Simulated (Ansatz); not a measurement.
# Pt (Fm-3m) in Ansatz: a series of runs

Runs on Pt. Level: PBEsol. Tasks: relaxation of cell and atoms.

Program: Ansatz 0.2.0. These are calculated values, not measurements. Logs are shortened: lines on timing, memory, paths and dates and some standing lists are left out, and cuts for length are marked.

## 1. The crystal as given

Symmetry: Fm-3m, No. 225, cubic system. Conventional cell: a = 3.922 Å, b = 3.922 Å, c = 3.922 Å, α = 90.00°, β = 90.00°, γ = 90.00°. Pt (site symmetry m-3m) has 12 Pt at 2.77 Å as nearest neighbours.

## 2. Relaxation of cell and atoms, PBEsol, target pressure 10 GPa, at which the enthalpy is minimised

File input.yaml:

```yaml
crystal:
  lattice:
    - [0.0, 1.9609, 1.9609]
    - [1.9609, 0.0, 1.9609]
    - [1.9609, 1.9609, 0.0]
  atoms:
    - { symbol: Pt, position: [0.0, 0.0, 0.0] }
hamiltonian:
  xc: pbesol
  pseudopotentials: { kind: paw }
kpoints:
  mp_grid: { grid: [12, 12, 12] }
scf:
  occupations: { method: fermi_dirac, width: 0.05 }
output:
  forces: true
  stress: true
  eigenvalues: true
relax:
  f_tol: 0.01
  max_steps: 40
  cell: { stress_tol: 0.05, p_target: 10.0 }
```

Potentials or basis: Ansatz PAW.

Started as:

```console
$ ansatz run input.yaml --threads 2 --pin off --max-ram 5632MiB --backend cpu --events-out ev --progress --plain --runs-dir out
```

What it wrote:

```text
Warning: RAYON_NUM_THREADS=2 ignored (pool sized by the plan → 2); use --threads N
Engine: ansatz 0.2.0, aarch64-unknown-linux-gnu
Pseudopotentials: kind: paw
Pseudopotential: Pt, paw, valence charge 18, recommended cutoff 420 eV (normal), Pt.paw.azcp
Functional definition: PBEsol
  exchange = pbesol_x
  correlation = pbesol_c
Crystal: 1 atoms, lattice volume = 15.080 Å³
Basis set: ecut = 420 eV, 283 PW (Γ), exchange–correlation on 40×40×40 points (8 copies of the dense FFT grid, shifted against one another)
Bands: 13, of which v1, the nominal top of the filled ones, is band 9 counted from 1 (8 counted from 0)
Symmetry: 48 space group operations
Space group: Fm-3m (ITA 225), of the structure as read, at distance tolerance 2.5e-5 Å
k-points: 72 of 1728
Non-local potential: Pt, projectors of the file, l = 0: 3, l = 1: 2, l = 2: 2, l = 3: 1
PAW form: soft (Blöchl's): semilocal exchange-correlation on the pseudo side does not see the compensation charge
PAW frozen core: Pt, regenerated for the run's functional, and the local potential with it (the file was generated under x = pbe(κ = 0.804, μ = 0.2195149727645171), c = pbe(β = 0.06672455060314922))
PAW one-centre angular grid: Pt, 590 points (default); XC on 64 Gauss nodes
Initial density: superposition of atomic densities (neutral atoms: chi_scale 0, normalization atom), corrected by the library's trained network
Initial wavefunctions: pseudopotential atomic-orbital guess
Functional: x = pbesol(κ = 0.804, μ = 0.12345679012345678), c = pbesol(β = 0.046)
SCF iter   1: F=—  HF=-12383.830153 eV  |F-HF|=—  |Δ(HF+E_count)|=         —  Δρ=6.03e-3  dr2=4.15e-3  ethr=1.77e-3  ⟨swp⟩=5.1  Hψ=5186  notcnv=0
preconditioner: auto → none  [metal: Δε(μ)=0.006 eV  Ē_g=14.165 eV  σ=0.050 eV  W_gap=0.03  n_scr=8 (ndim 8)  ℏωp=30.2 eV  f_vac=0.000  D(μ)=2.05/eV (n_scr^D=26)  sad-step TF]
SCF iter   2: F=—  HF=-12383.829209 eV  |F-HF|=—  |Δ(HF+E_count)|=   9.44e-4  Δρ=2.71e-3  dr2=7.34e-4  ethr=2.30e-5  ⟨swp⟩=1.5  Hψ=1610  notcnv=0
SCF iter   3: F=—  HF=-12383.829083 eV  |F-HF|=—  |Δ(HF+E_count)|=   1.26e-4  Δρ=3.52e-4  dr2=5.49e-6  ethr=4.08e-6  ⟨swp⟩=2.0  Hψ=1273  notcnv=0
SCF iter   4: F=—  HF=-12383.829092 eV  |F-HF|=—  |Δ(HF+E_count)|=   8.81e-6  Δρ=5.94e-5  dr2=1.34e-7  ethr=3.05e-8  ⟨swp⟩=2.5  Hψ=1483  notcnv=0
iter 5 did not close the SCF: its close was put off for the readings that it lacked (scf_convergence_deferred on its scf_iter line)
SCF iter   5: F=-12383.829092 eV  HF=-12383.829092 eV  |F-HF|=3.61e-9  |Δ(HF+E_count)|=   9.26e-8  Δρ=7.32e-6  dr2=6.11e-9  ethr=7.43e-10  ⟨swp⟩=2.5  Hψ=1622  notcnv=0
SCF iter   6: F=-12383.829092 eV  HF=-12383.829092 eV  |F-HF|=1.46e-11  |Δ(HF+E_count)|=  9.62e-10  Δρ=7.15e-7  dr2=4.14e-11  ethr=3.40e-11  ⟨swp⟩=2.0  Hψ=2864  notcnv=0
SCF 1 converged in 6 iterations: F = -12383.829092 eV  dr2 = 4.14e-11
relax step   1: F+E_penalty+E_count = -12383.82909162 eV  Δ(F+E_penalty+E_count) = +0.000e0 eV  max|allowed force component| = 0.000e0 eV/Å  Δτ_max = 0.0000 Å  P = -0.614 GPa  Ω = 15.080 Å³  (6 SCF iters, dr2 threshold 1.00e-7 eV, accepted)
Crystal: 1 atoms, lattice volume = 13.562 Å³
Initial density: handed on by an earlier stage of this run
Initial wavefunctions: those handed on with the density
iter 1 solved again at ethr=2.11e-5 eV; its pass at ethr=3.10e-3 eV (dr2=3.80e-3 eV) is discarded
SCF iter   1: F=—  HF=-12383.667654 eV  |F-HF|=—  |Δ(HF+E_count)|=         —  Δρ=7.65e-3  dr2=3.73e-3  ethr=2.11e-5  ⟨swp⟩=1.0  Hψ=6489  notcnv=0
preconditioner: auto → none  [metal: Δε(μ)=0.004 eV  Ē_g=15.371 eV  σ=0.050 eV  W_gap=0.02  n_scr=0 (ndim 8)  ℏωp=31.9 eV  f_vac=0.000  D(μ)=1.83/eV (n_scr^D=26)]
SCF iter   2: F=—  HF=-12383.667182 eV  |F-HF|=—  |Δ(HF+E_count)|=   4.72e-4  Δρ=3.58e-3  dr2=5.16e-4  ethr=2.07e-5  ⟨swp⟩=2.4  Hψ=1253  notcnv=0
SCF iter   3: F=—  HF=-12383.667241 eV  |F-HF|=—  |Δ(HF+E_count)|=   5.94e-5  Δρ=9.22e-4  dr2=6.05e-5  ethr=2.87e-6  ⟨swp⟩=2.0  Hψ=1593  notcnv=0
SCF iter   4: F=—  HF=-12383.667240 eV  |F-HF|=—  |Δ(HF+E_count)|=   1.43e-6  Δρ=8.70e-5  dr2=2.87e-7  ethr=3.36e-7  ⟨swp⟩=2.3  Hψ=1265  notcnv=0
SCF iter   5: F=-12383.667240 eV  HF=-12383.667240 eV  |F-HF|=2.45e-9  |Δ(HF+E_count)|=   2.13e-7  Δρ=8.42e-6  dr2=2.91e-9  ethr=5.56e-10  ⟨swp⟩=5.0  Hψ=4083  notcnv=0
SCF 2 converged in 5 iterations: F = -12383.667240 eV  dr2 = 2.91e-9
relax step   2: F+E_penalty+E_count = -12383.66724015 eV  Δ(F+E_penalty+E_count) = +1.619e-1 eV  max|allowed force component| = 0.000e0 eV/Å  Δτ_max = 0.0000 Å  P = +39.119 GPa  Ω = 13.562 Å³  energy of the carried Pulay correction = +6.228e-4 eV  (5 SCF iters, dr2 threshold 1.00e-7 eV, rejected (line search))
Crystal: 1 atoms, lattice volume = 14.642 Å³
iter 1 solved again at ethr=1.15e-5 eV; its pass at ethr=3.10e-3 eV (dr2=2.08e-3 eV) is discarded
SCF iter   1: F=—  HF=-12383.819170 eV  |F-HF|=—  |Δ(HF+E_count)|=         —  Δρ=5.50e-3  dr2=2.06e-3  ethr=1.15e-5  ⟨swp⟩=1.0  Hψ=6420  notcnv=0
preconditioner: auto → none  [metal: Δε(μ)=0.007 eV  Ē_g=14.529 eV  σ=0.050 eV  W_gap=0.03  n_scr=8 (ndim 8)  ℏωp=30.7 eV  f_vac=0.000  D(μ)=1.98/eV (n_scr^D=26)]
SCF iter   2: F=—  HF=-12383.818998 eV  |F-HF|=—  |Δ(HF+E_count)|=   1.71e-4  Δρ=2.63e-3  dr2=3.19e-4  ethr=1.14e-5  ⟨swp⟩=2.1  Hψ=1237  notcnv=0
SCF iter   3: F=—  HF=-12383.819039 eV  |F-HF|=—  |Δ(HF+E_count)|=   4.06e-5  Δρ=7.07e-4  dr2=5.37e-5  ethr=1.77e-6  ⟨swp⟩=2.6  Hψ=1694  notcnv=0
SCF iter   4: F=—  HF=-12383.819031 eV  |F-HF|=—  |Δ(HF+E_count)|=   8.30e-6  Δρ=7.97e-5  dr2=2.24e-7  ethr=2.99e-7  ⟨swp⟩=2.0  Hψ=1262  notcnv=0
SCF iter   5: F=—  HF=-12383.819029 eV  |F-HF|=—  |Δ(HF+E_count)|=   1.77e-6  Δρ=4.98e-6  dr2=1.15e-9  ethr=1.24e-9  ⟨swp⟩=2.4  Hψ=1544  notcnv=0
SCF iter   6: F=—  HF=-12383.819029 eV  |F-HF|=—  |Δ(HF+E_count)|=  5.24e-10  Δρ=3.79e-7  dr2=1.26e-11  ethr=6.40e-12  ⟨swp⟩=2.0  Hψ=1599  notcnv=0
SCF iter   7: F=-12383.819029 eV  HF=-12383.819029 eV  |F-HF|=3.64e-12  |Δ(HF+E_count)|=  5.46e-12  Δρ=2.26e-8  dr2=4.42e-14  ethr=1.00e-12  ⟨swp⟩=4.8  Hψ=3283  notcnv=0
SCF 3 converged in 7 iterations: F = -12383.819029 eV  dr2 = 4.42e-14
relax step   3: F+E_penalty+E_count = -12383.81902895 eV  Δ(F+E_penalty+E_count) = +1.006e-2 eV  max|allowed force component| = 0.000e0 eV/Å  Δτ_max = 0.0000 Å  P = +8.382 GPa  Ω = 14.642 Å³  energy of the carried Pulay correction = +1.731e-4 eV  (7 SCF iters, accepted)
Crystal: 1 atoms, lattice volume = 14.573 Å³
iter 1 solved again at ethr=5.08e-8 eV; its pass at ethr=3.10e-3 eV (dr2=9.15e-6 eV) is discarded
SCF iter   1: F=—  HF=-12383.815065 eV  |F-HF|=—  |Δ(HF+E_count)|=         —  Δρ=3.57e-4  dr2=1.06e-5  ethr=5.08e-8  ⟨swp⟩=2.0  Hψ=6013  notcnv=0
preconditioner: auto → none  [metal: Δε(μ)=0.007 eV  Ē_g=14.573 eV  σ=0.050 eV  W_gap=0.03  n_scr=8 (ndim 8)  ℏωp=30.8 eV  f_vac=0.000  D(μ)=1.99/eV (n_scr^D=26)]
SCF iter   2: F=—  HF=-12383.815064 eV  |F-HF|=—  |Δ(HF+E_count)|=   1.84e-6  Δρ=1.69e-4  dr2=1.35e-6  ethr=5.08e-8  ⟨swp⟩=2.0  Hψ=1258  notcnv=0
SCF iter   3: F=—  HF=-12383.815064 eV  |F-HF|=—  |Δ(HF+E_count)|=   2.57e-8  Δρ=6.28e-5  dr2=2.11e-7  ethr=7.51e-9  ⟨swp⟩=2.3  Hψ=1620  notcnv=0
SCF iter   4: F=-12383.815064 eV  HF=-12383.815064 eV  |F-HF|=3.00e-10  |Δ(HF+E_count)|=   2.79e-8  Δρ=3.87e-6  dr2=6.02e-10  ethr=5.56e-10  ⟨swp⟩=3.9  Hψ=2679  notcnv=0
SCF 4 converged in 4 iterations: F = -12383.815064 eV  dr2 = 6.02e-10
relax step   4: F+E_penalty+E_count = -12383.81506362 eV  Δ(F+E_penalty+E_count) = +3.965e-3 eV  max|allowed force component| = 0.000e0 eV/Å  Δτ_max = 0.0000 Å  P = +9.973 GPa  Ω = 14.573 Å³  energy of the carried Pulay correction = +2.011e-4 eV  (4 SCF iters, dr2 threshold 1.00e-7 eV, accepted)
Initial wavefunctions: pseudopotential atomic-orbital guess (no wavefunctions were taken with the density)
iter 1 solved again at ethr=4.76e-8 eV; its pass at ethr=3.10e-3 eV (dr2=8.57e-6 eV) is discarded
SCF iter   1: F=—  HF=-12383.814826 eV  |F-HF|=—  |Δ(HF+E_count)|=         —  Δρ=9.64e-5  dr2=2.30e-7  ethr=4.76e-8  ⟨swp⟩=2.8  Hψ=7448  notcnv=0
preconditioner: auto → none  [metal: Δε(μ)=0.007 eV  Ē_g=14.574 eV  σ=0.050 eV  W_gap=0.03  n_scr=8 (ndim 8)  ℏωp=30.8 eV  f_vac=0.000  D(μ)=1.99/eV (n_scr^D=26)]
SCF iter   2: F=—  HF=-12383.814826 eV  |F-HF|=—  |Δ(HF+E_count)|=   3.22e-7  Δρ=4.43e-5  dr2=4.20e-8  ethr=1.28e-9  ⟨swp⟩=2.3  Hψ=1604  notcnv=0
SCF iter   3: F=—  HF=-12383.814826 eV  |F-HF|=—  |Δ(HF+E_count)|=   1.19e-8  Δρ=8.83e-6  dr2=5.79e-9  ethr=2.33e-10  ⟨swp⟩=2.2  Hψ=1552  notcnv=0
SCF iter   4: F=—  HF=-12383.814826 eV  |F-HF|=—  |Δ(HF+E_count)|=  7.29e-10  Δρ=2.13e-6  dr2=1.13e-10  ethr=3.22e-11  ⟨swp⟩=2.5  Hψ=1480  notcnv=0
SCF iter   5: F=-12383.814826 eV  HF=-12383.814826 eV  |F-HF|=0.00e0  |Δ(HF+E_count)|=  1.29e-10  Δρ=5.46e-8  dr2=1.72e-13  ethr=1.00e-12  ⟨swp⟩=5.0  Hψ=3502  notcnv=0
SCF 5 converged in 5 iterations: F = -12383.814826 eV  dr2 = 1.72e-13
relax step   5: F+E_penalty+E_count = -12383.81482592 eV  Δ(F+E_penalty+E_count) = +2.377e-4 eV  max|allowed force component| = 0.000e0 eV/Å  Δτ_max = 0.0000 Å  P = +9.989 GPa  Ω = 14.573 Å³  stress off target by 1.12e-2 GPa  SCF on the basis re-selected at this cell (its energy is not comparable with the rows above)  (5 SCF iters)
basis re-selected at this cell: Δ(F+E_penalty+E_count) = +2.377e-4 eV, ΔP = +0.015 GPa vs the last step (what re-selecting the basis moved, of the pressure what is left beyond the Pulay correction that the steps carried, after the strain that the cell walked since its last selection, with what the two solves' SCF thresholds leave and, on support functions, any second-order correction that the steps lacked; it is no measure of the basis error at this ecutwfc). This SCF's stress stands 1.12e-2 GPa from its target on what of the cell is left free (relax.cell.stress_tol is 5.00e-2 GPa) and its largest allowed force component is 0.00e0 eV/Å (relax.f_tol is 1.00e-2 eV/Å): within both
SCF converged after 5 iterations
Free energy (F): -12383.814826 eV
Harris-Foulkes:  -12383.814826 eV  (|F-HF|=0.00e0)
Internal energy: -12383.799609 eV  (E = F + TS)
E sigma→0 (E₀):  -12383.807217 eV
Entropy (-TS):   -0.015217 eV (-15.217 meV/atom)
Fermi energy:    24.340510 eV
--- Per-component energies (eV) ---
  E_band       = -115.194275
  E_kinetic    = 639.474438
  E_local      = -1418.106830  (includes V_loc(G=0)·N_el)
  E_nonlocal   = 202.983112
  E_hartree    = 527.467807
  E_xc         = -261.028793
  E_vxc        = -303.324628  (∫ρ·V_xc dr)
  E_paw        = -9316.448573  (= ΣΔE_a)
  E_vpaw       = -291.156161  (= ΣTr[D̂ρ^β])
  E_aug_tail   = 0.000167  (compensation charges beyond the density's cutoff)
  E_ewald      = -2758.427919
  E_core_change = 0.286981  (= ΣΔE_core)
  E_smearing   = -0.015217  (= −TS)
  E_closure    = 0.000000  (closes the sum)
  Σ components = -12383.814826   (vs F -12383.814826, Δ=0.00e0)
--- Forces (eV/Å), atoms counted from 1 ---
  atom   1  Pt     0.00000000     0.00000000    -0.00000000
  max |Σ_I F_I| component: 7.40e-32 eV/Å
--- Stress (GPa, compression-positive) ---
        9.988769      -0.000000      -0.000000
       -0.000000       9.988769      -0.000000
        0.000000      -0.000000       9.988769
  P = ⅓ Tr σ = 9.9888 GPa (99.888 kbar)
--- Band table (eV; the first three rows and the last of 72) ---
  k-point 0: bands = ["-74.3592", "-28.2875", "-28.2875", "-28.2875", "13.6189", "20.2855", "20.2855", "20.2855", "22.5954", "22.5954", "38.7761", "43.9006", "43.9006"]
  k-point 1: bands = ["-74.3565", "-28.3247", "-28.2927", "-28.2927", "13.9075", "20.1559", "20.3998", "20.3998", "22.5321", "22.5321", "39.2264", "42.5727", "44.3480"]
  k-point 2: bands = ["-74.3493", "-28.4255", "-28.3072", "-28.3072", "14.7049", "19.8972", "20.6326", "20.6326", "22.4784", "22.4784", "40.2433", "40.2877", "45.5996"]
  k-point 71: bands = ["-74.3066", "-28.6464", "-28.6464", "-28.4950", "18.2867", "19.4679", "19.4679", "22.1736", "24.8615", "31.6342", "32.7298", "32.7298", "36.6293"]
--- Relaxed structure (4 steps of the walk, 3 accepted, 1 SCFs on fresh bases) ---
  F+E_penalty+E_count = -12383.81482592 eV   max|allowed force component| = 0.000e0 eV/Å   (the final SCF, on the basis selected at the relaxed cell)
  cell:  # Å, volume = 14.5725 Å³
    - [-4.139989769150497e-35, 1.9386591280092598, 1.9386591280092598]
    - [1.9386591280092598, 1.8789184363725317e-34, 1.9386591280092598]
    - [1.9386591280092598, 1.9386591280092598, -5.73229353700754e-35]
  atoms:
    - { symbol: Pt, position: [0.0, 0.0, 0.0] }
```

Run time: 3.1 s. Hardware: 2 threads of Arm Neoverse V1, shared host; peak memory 0.27 GiB.

What came out:

| Item | Value |
| --- | --- |
| Free energy | -12383.8148 eV |
| Relaxed volume | 14.57 Å³/atom |
| Relaxed cell | a = 2.742 Å, b = 2.742 Å, c = 2.742 Å, α = 60.00°, β = 60.00°, γ = 60.00° |
| Space group after relaxing (to 0.05 Å) | Fm-3m (No. 225) |
| Energy change on relaxing (the enthalpy is what falls) | +14.3 meV/atom |
| Ionic steps | 4 |
| Pressure after relaxing | 10.0 GPa |
| Band gap on the k mesh | none (metal or under the smearing width) |

The path:
| step | energy change (eV) | largest force (eV/Å) | volume (Å³) |
| --- | --- | --- | --- |
| 1 | 0.0000 | 0.0000 | 15.08 |
| 2 | 0.0101 | 0.0000 | 14.64 |
| 3 | 0.0140 | 0.0000 | 14.57 |
| 4 | 0.0143 | 0.0000 | 14.57 |

Final structure:
```
Pt
1.0
     0.00000    1.93866    1.93866
     1.93866    0.00000    1.93866
     1.93866    1.93866    0.00000
Pt
1
Cartesian
  0.0000 0.0000 0.0000
```

Caveat: the plane-wave basis is chosen anew once the cell has moved, so the energies of steps on either side of that aren't comparable; the PAW data sets come from PBE, with cores solved anew for the run's functional, which leaves a small shift of forces and pressure. Spin-orbit coupling is left out, which matters for the levels of Pt.

[end of part 1 of 2]
